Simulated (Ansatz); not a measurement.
## Relaxing tungsten (beta-W (A15))

Method: Ansatz 0.2.0, DFT, revPBE, plane waves (420 eV) with PAW, scalar-relativistic. The PAW files were generated under PBE, with cores re-solved for the functional.

k-point mesh 5×5×5, Fermi-Dirac smearing 0.1 eV, no spin polarisation. Cell and atoms relax.

Starting structure:

```yaml
crystal:
  lattice:
    - [5.083, 0.0, 0.0]
    - [0.0, 5.083, 0.0]
    - [0.0, 0.0, 5.083]
  atoms:
    - { symbol: W, position: [0.0, 0.0, 0.0] }
    - { symbol: W, position: [0.5, 0.5, 0.5] }
    - { symbol: W, position: [0.0, 0.5, 0.25] }
    - { symbol: W, position: [0.0, 0.5, 0.75] }
    - { symbol: W, position: [0.25, 0.0, 0.5] }
    - { symbol: W, position: [0.75, 0.0, 0.5] }
    - { symbol: W, position: [0.5, 0.75, 0.0] }
    - { symbol: W, position: [0.5, 0.25, 0.0] }
hamiltonian:
  xc: revpbe
  pseudopotentials:
    kind: paw
    azcp:
      W: "pseudopotentials/W.paw.azcp"
basis:
  ecutwfc: 420
  fft_grid_basis: typed
kpoints:
  mp_grid: { grid: [5, 5, 5], shift: [0, 0, 0] }
magnetization:
  spin_polarized: false
scf:
  occupations: { method: fermi_dirac, width: 0.1 }
relax:
  max_steps: 60
  f_tol: 0.01
  cell: {}
```

Q: What cell does the relaxation end in?

A: Pm-3n with a = 5.093 Å; 16.51 Å³ per atom against 16.42 at the start (0.6 %).

Q: How much energy does the relaxation gain?

A: 0.5 meV per atom.
